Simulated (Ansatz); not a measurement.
Wurtzite InN was calculated with PBE0 (plane waves, PAW; Ansatz, a quantum-chemistry and plane-wave program).

The input as run:

Ansatz 0.2 input:
```yaml
crystal:
  lattice:
    - [1.7685000424, -3.0631319266, 0.0]
    - [1.7685000424, 3.0631319266, 0.0]
    - [0.0, 0.0, 5.703]
  atoms:
    - { symbol: In, position: [0.6666666667, 0.3333333333, 0.499857795] }
    - { symbol: In, position: [0.3333333333, 0.6666666667, -0.000142205] }
    - { symbol: N, position: [0.6666666667, 0.3333333333, 0.879142205] }
    - { symbol: N, position: [0.3333333333, 0.6666666667, 0.379142205] }
basis:
  ecutwfc: 460
  ecutrho_ratio: 4
  xc_grid: 2
kpoints:
  mp_grid: { grid: [9, 9, 6] }
hamiltonian:
  xc: pbe0
  dispersion: none
  pseudopotentials: { kind: paw }
scf:
  occupations: { method: fermi_dirac, width: 0.01 }
  convergence: { dr2_threshold: 0.0000000004 }
output:
  forces: true
  stress: true
  eigenvalues: true
```

The run printed, among other lines:

```
WARN output.stress: scf.exx.energy_threshold = 1e-6 eV is looser than the 4e-8 eV advised for a stress under a hybrid functional (1e-8 eV for each atom of the …
Crystal: 4 atoms, lattice volume = 61.788 Å³
Basis set: ecut = 460 eV, 1387 PW (Γ), exchange–correlation on 50×50×80 points (8 copies of the dense FFT grid, shifted against one another)
Bands: 22, of which v1, the nominal top of the filled ones, is band 18 counted from 1 (17 counted from 0)
Symmetry: 12 space group operations
Space group: P63mc (ITA 186), of the structure as read, at distance tolerance 4.0e-5 Å
k-points: 48 of 486 (time reversal used)
Functional: x = pbe(κ = 0.804, μ = 0.2195149727645171), c = pbe(β = 0.06672455060314922), warm-up for x = 0.75 pbe(κ = 0.804, μ = 0.2195149727645171) + 0.25 exact, c = pbe(β = 0.06672455060314922)
SCF iter   1: F=—  HF=-11963.222294 eV  |F-HF|=—  |Δ(HF+E_count)|=         —  Δρ=2.49e-3  dr2=5.30e-3
SCF iter   2: F=—  HF=-11963.223283 eV  |F-HF|=—  |Δ(HF+E_count)|=   9.89e-4  Δρ=1.74e-3  dr2=1.65e-3
  ...
SCF 1 converged in 8 iterations: F = -11963.222997 eV  dr2 = 8.99e-11
Crystal: 4 atoms, lattice volume = 61.788 Å³
Initial density: handed on by an earlier stage of this run
Functional: x = 0.75 pbe(κ = 0.804, μ = 0.2195149727645171) + 0.25 exact, c = pbe(β = 0.06672455060314922)
SCF 2 converged in 8 iterations: F = -11969.563650 eV  dr2 = 2.06e-10
Crystal: 4 atoms, lattice volume = 61.788 Å³
Crystal: 4 atoms, lattice volume = 61.788 Å³
SCF 4 converged in 11 iterations: F = -11969.586154 eV  dr2 = 2.56e-12
Crystal: 4 atoms, lattice volume = 61.788 Å³
SCF iter   1: F=—  HF=-11969.586154 eV  |F-HF|=—  |Δ(HF+E_count)|=         —  Δρ=1.96e-7  dr2=1.53e-11
SCF iter   2: F=-11969.586154 eV  HF=-11969.586154 eV  |F-HF|=0.00e0  |Δ(HF+E_count)|=  3.64e-11  Δρ=8.39e-8  dr2=2.13e-12
SCF 5 converged in 2 iterations: F = -11969.586154 eV  dr2 = 2.13e-12
Free energy (F): -11969.586154 eV
Internal energy: -11969.586154 eV  (E = F + TS)
E sigma→0 (E₀):  -11969.586154 eV
Fermi energy:    9.160807 eV
--- Forces (eV/Å), atoms counted from 1 ---
  atom   1  In    -0.00000000     0.00000000    -0.01170323
  atom   2  In     0.00000000    -0.00000000    -0.01170323
  atom   3  N      0.00000000     0.00000000     0.01170191
  atom   4  N     -0.00000000    -0.00000000     0.01170191
--- Stress (GPa, compression-positive) ---
       -0.151209       0.000000       0.000000
        0.000000      -0.151209       0.000000
        0.000000       0.000000      -0.107877
  P = ⅓ Tr σ = -0.1368 GPa (-1.368 kbar)
```

The PAW data were made under PBE.

Note: cell and atoms aren't relaxed at this level.

The result took roughly 7 core-minutes.
